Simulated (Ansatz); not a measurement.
## From the elastic tensor of ScAl to moduli and sound speeds

Method: DFT PBEsol, scalar-relativistic, plane waves, PAW in Ansatz. Cutoff 420 eV, 12×12×12 k-points (Γ-centred), Fermi-Dirac smearing of 0.15 eV. No spin polarisation.

Symmetry: Pm-3m, No. 221, cubic system. The conventional cell has a = 3.348 Å, b = 3.348 Å, c = 3.348 Å, α = 90.00°, β = 90.00°, γ = 90.00°. Sc (site symmetry m-3m) has 8 Al at 2.90 Å as nearest neighbours. Al (site symmetry m-3m) has 8 Sc at 2.90 Å as nearest neighbours.

In a metal, frequencies and elastic constants depend on the k mesh and the smearing, soft modes and shear constants most.

Relaxed-ion constants (GPa, on the Cartesian axes of the calculation):
C11 = 94.5, C12 = 72.9, C13 = 72.9, C22 = 94.5, C23 = 72.9, C33 = 94.5, C44 = 91.9, C55 = 91.9, C66 = 91.9 GPa; the others vanish.

Density 3.183 g/cm³; 2 atoms in 37.52 Å³.

The values that follow are for a polycrystal of randomly turned grains, by Hill's mean where one number stands. In a crystal this anisotropic the Voigt and Reuss bounds lie far apart, so Hill's mean and the sound speeds and Debye temperature from it are rough.

```json
{"Bulk modulus, Voigt / Reuss / Hill": "80.1 / 80.1 / 80.1 GPa", "Shear modulus, Voigt / Reuss / Hill": "59.4 / 22.9 / 41.2 GPa", "Young's modulus": "105 GPa", "Poisson ratio": "0.281", "Pugh ratio B/G": "1.94 (over 1.75, the rule of thumb for ductile)", "Universal anisotropy index": "7.97", "Longitudinal and transverse sound speeds": "6512 and 3597 m/s", "Debye temperature from the mean sound speed": "449 K"}
```

Whether ScAl exists in this form wasn't checked.

The anisotropy comes from a stiff C44 of 91.9 GPa set against a small difference between C11 and C12. The crystal therefore resists shear on the cube planes far better than tetragonal distortion, and is stiffest in tension along the body diagonals and most compliant along the cube axes. This follows largely from the CsCl-type geometry: central forces between unlike nearest neighbours along the diagonals oppose the C44 shear, but to first order not a volume-conserving tetragonal strain, which is left to like-atom neighbours and the band energy.

C12 lies below C44, a negative Cauchy pressure, which suggests an angular component in the bonding, probably from Sc d–Al p hybridisation. This sits uneasily with the ductile reading of the Pugh ratio, which also rests on an averaged shear modulus that hides the soft shear. Ductility is thus not established. The constants meet the cubic Born criteria, so the lattice is stable against small homogeneous strains, but this doesn't rule out phonon instabilities at finite wavevector.
